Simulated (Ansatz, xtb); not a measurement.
**C3H6O: which of two isomers lies lower**

Structure I is `C1COC1`, a singlet and structure II is `CC(C)=O`, a singlet. Both are isolated molecules in the gas phase, relaxed with B3LYP/def2-SVP.

Estimate which is lower in electronic energy at CCSD(T)/def2-TZVP, and by roughly how much.

The CCSD(T)/def2-TZVP calculation puts structure II lower, by 1.361 eV.

Level by level:

```json
{"level": "GFN2-xTB", "geometry": "GFN2-xTB", "E(II) − E(I) (eV)": "−0.582", "departure from the last row (eV)": "+0.779", "job, with rough time for the two": "optimisation, 0.16 s"}
{"level": "HF/STO-3G", "geometry": "GFN2-xTB", "E(II) − E(I) (eV)": "−0.056", "departure from the last row (eV)": "+1.305", "job, with rough time for the two": "single point, 0.36 s"}
{"level": "r2SCAN-D4/def2-SVP", "geometry": "GFN2-xTB", "E(II) − E(I) (eV)": "−1.405", "departure from the last row (eV)": "−0.044", "job, with rough time for the two": "single point, 2.7 s"}
{"level": "B3LYP/def2-SVP", "geometry": "B3LYP/def2-SVP", "E(II) − E(I) (eV)": "−1.403", "departure from the last row (eV)": "−0.041", "job, with rough time for the two": "optimisation, 28 s"}
{"level": "HF/def2-TZVP", "geometry": "B3LYP/def2-SVP", "E(II) − E(I) (eV)": "−1.483", "departure from the last row (eV)": "−0.122", "job, with rough time for the two": "part of the CCSD(T) run"}
{"level": "MP2/def2-TZVP", "geometry": "B3LYP/def2-SVP", "E(II) − E(I) (eV)": "−1.378", "departure from the last row (eV)": "−0.017", "job, with rough time for the two": "part of the CCSD(T) run"}
{"level": "CCSD(T)/def2-TZVP", "geometry": "B3LYP/def2-SVP", "E(II) − E(I) (eV)": "−1.361", "departure from the last row (eV)": "", "job, with rough time for the two": "single point, 85 s"}
```

As drawn, II has 1 C=O in place of 2 C–O. Structure I has a 4-membered ring, II no ring.

None of the levels shown reverses the order. The largest departure from CCSD(T)/def2-TZVP is that of HF/STO-3G, 1.305 eV.

With harmonic frequencies from B3LYP/def2-SVP (ideal gas, rigid rotor, one conformer each, 298.15 K, 1 atm): on the last row, ΔE + ΔZPE = −1.459 eV. A mode under 50 cm⁻¹ makes harmonic enthalpies and free energies unreliable, so none is given.

The correlated steps freeze 4 core orbitals. Codes used: Ansatz 0.2.0, xtb 6.7.1; the last row on 2 threads of AMD EPYC 7R43 64-Core Processor (Zen 3) on a shared host.
